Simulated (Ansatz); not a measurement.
## Deforming CuO

```xyz
2
Lattice="2.6368 0.0000 0.0000 0.0000 2.6368 0.0000 0.0000 0.0000 2.6368" Properties=species:S:1:pos:R:3 pbc="T T T"
Cu    0.0000    0.0000    0.0000
O     1.3184    1.3184    1.3184
```

Atom numbers follow the list: Cu1, O2.

Conventional cell: a = 2.637 Å, b = 2.637 Å, c = 2.637 Å, α = 90.00°, β = 90.00°, γ = 90.00°. Cu (atom 1) is surrounded by 8 O at 2.28 Å. O (atom 2) has 8 Cu at 2.28 Å as nearest neighbours.

The cell was built from the CsCl type and relaxed in the same program, and has space group Pm-3m; it needn't be a known or the stable phase.

Without spin polarisation or U, such a compound can come out metallic where the real one is a magnetic insulator.

Method: DFT, PBE, all-electron PAW with datasets made for the crystal, scalar-relativistic in Ansatz 0.2.0.

Numerical set-up: a Γ-centred 12×12×12 k mesh, Fermi–Dirac smearing of 0.08 eV, cutoff 360 eV (chosen by the program for this cell), no spin polarisation.

The unchanged cell is at -0.02 GPa.

In a metal, stresses and small energies carry noise from the k mesh.

x, y and z are the Cartesian axes of the cell as listed; fractional coordinates follow a strain, and an engineering shear is twice the off-diagonal strain component.

(1) With this change (xy engineering shear strain of -3 %), what becomes of the energy and stress?

(2) With this change (z strained by -3 % at fixed volume), what becomes of the energy and stress?

(3) With this change (atom 1 (Cu) moved by (0.2000, 0.0000, 0.0000) Å), what becomes of the energy and stress and forces?

Answers

(1) Energy change -2 meV/atom; stress change (xx, yy, zz, yz, xz, xy) 0.11, 0.11, -0.04, 0.00, 0.00, -2.44 GPa, compression positive.

(2) Energy change +10 meV/atom; stress change (xx, yy, zz, yz, xz, xy) -3.65, -3.65, 8.16, 0.00, 0.00, 0.00 GPa, compression positive.

(3) Energy change +3 meV/atom; stress change (xx, yy, zz, yz, xz, xy) 2.79, 2.44, 2.44, 0.00, 0.00, 0.00 GPa, compression positive; change of the force on Cu1 (0.016, 0.000, 0.000) eV/Å.
